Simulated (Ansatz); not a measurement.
Here is an Ansatz 0.2.0 calculation.

File input.yaml:

```yaml
crystal:
  lattice:
    - [0.0, 1.9465, 1.9465]
    - [1.9465, 0.0, 1.9465]
    - [1.9465, 1.9465, 0.0]
  atoms:
    - { symbol: Pd, position: [0.0, 0.0, 0.0] }
kpoints:
  mp_grid: { grid: [12, 12, 12] }
scf:
  occupations: { method: gaussian, width: 0.022 }
hamiltonian:
  xc: pbe
  pseudopotentials: { kind: all_electron, lapw: { basis_error: 0.001 } }
output:
  forces: true
  stress: true
  eigenvalues: true
```

Potentials or basis: all-electron LAPW, scalar-relativistic.

Command:

```bash
$ ansatz run input.yaml --threads 1 --pin off --max-ram 3072MiB --backend cpu --events-out ev --progress --plain --runs-dir out
```

(1) What does it give for the pressure?

(2) Estimate the band gap on the k mesh.

## Answers

(1) 6.8 GPa.

(2) none (metal or under the smearing width).
